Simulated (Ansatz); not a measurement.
**GaSe: independent-particle optics**

Aim: the dielectric function of GaSe in the independent-particle picture, and how it depends on the functional and on the gap. Plan: HSE06 for the gap; optics with PBE on 6×6×2; optics with PBE and scissors to the HSE06 gap on 6×6×2.

Method: plane waves, PAW; no local fields, no excitons, in Ansatz 0.2.0.

5 further runs of the same task are left out: 5 that didn't finish.

## Step 1: The starting structure

It takes space group P6_3/mmc (No. 194, hexagonal). The conventional cell has a = 3.754 Å, b = 3.754 Å, c = 16.114 Å, α = 90.00°, β = 90.00°, γ = 120.00°. Around Ga (site symmetry 3m) lie 1 Ga at 2.43 Å and 3 Se at 2.46 Å. Around Se (site symmetry 3m) lie 3 Ga at 2.46 Å.

Structure file:

```
CELL_PARAMETERS angstrom
3.75386 0.00000 0.00000
-1.87693 3.25094 0.00000
0.00000 0.00000 16.11411
ATOMIC_POSITIONS crystal
Ga 0.33333 0.66667 0.17454
Ga 0.66667 0.33333 0.67454
Ga 0.33333 0.66667 0.32546
Ga 0.66667 0.33333 0.82546
Se 0.33333 0.66667 0.60268
Se 0.66667 0.33333 0.10268
Se 0.33333 0.66667 0.89732
Se 0.66667 0.33333 0.39732
```

The cell was relaxed beforehand with r2SCAN+rVV10; those runs aren't shown.

## Step 2: HSE06 levels at special points

input.yaml

```yaml
crystal:
  lattice:
    - [3.7538612307, 0.0, 0.0]
    - [-1.8769306153, 3.2509391881, 0.0]
    - [0.0, 0.0, 16.1141079292]
  atoms:
    - { symbol: Ga, position: [0.3333333333, 0.6666666667, 0.1745425018] }
    - { symbol: Ga, position: [0.6666666667, 0.3333333333, 0.6745425018] }
    - { symbol: Ga, position: [0.3333333333, 0.6666666667, 0.3254574982] }
    - { symbol: Ga, position: [0.6666666667, 0.3333333333, 0.8254574982] }
    - { symbol: Se, position: [0.3333333333, 0.6666666667, 0.6026783695] }
    - { symbol: Se, position: [0.6666666667, 0.3333333333, 0.1026783695] }
    - { symbol: Se, position: [0.3333333333, 0.6666666667, 0.8973216305] }
    - { symbol: Se, position: [0.6666666667, 0.3333333333, 0.3973216305] }
kpoints:
  mp_grid: { grid: [6, 6, 2] }
  band_path:
    path:
      - [0.0, 0.0, 0.0]
      - [0.5, 0.0, 0.0]
      - [0.3333333333, 0.3333333333, 0.0]
      - [0.0, 0.0, 0.5]
      - [0.5, 0.0, 0.5]
      - [0.3333333333, 0.3333333333, 0.5]
    npoints: 1
hamiltonian:
  xc: hse06
scf:
  occupations: { method: fixed }
  n_extra_bands: 6
output:
  forces: true
  stress: true
  eigenvalues: true
  write_density: true
  write_potential: true
  elf: true
  volumetric_format: npy
```

Launch:

```sh
$ ansatz run input.yaml --threads 4 --pin off --max-ram 5529MiB --backend cpu --events-out ev --progress --plain --runs-dir out
```

The runs that follow: Optics, PBE; Optics, PBE with a scissors shift.

**Question.** What will the summary of the whole plan be? Wanted: ε∞, PBE; tallest peak of ε₂, PBE; HSE06 direct gap.

The runs gave:

| quantity | value |
| --- | --- |
| ε∞, PBE | 8.69 (xx, yy), 8.55 (zz) |
| ε∞, PBE + 0.89 eV scissors | 7.50 (xx, yy), 7.23 (zz) |
| tallest peak of ε₂, PBE | 22.7 at 4.35 eV |
| tallest peak of ε₂, PBE + 0.89 eV scissors | 22.7 at 5.25 eV |
| HSE06 direct gap | 1.88 eV |

**Reading.** From PBE to PBE + 0.89 eV scissors the direct gap grows from 0.99 to 1.88 eV, and ε∞ goes from 8.65 to 7.41 (mean of the axes): a wider gap screens less. The response is anisotropic: with PBE ε∞ is 8.69 (xx, yy), 8.55 (zz). Local fields and excitons are left out: both change ε∞, and without excitons the onset lacks its lines.
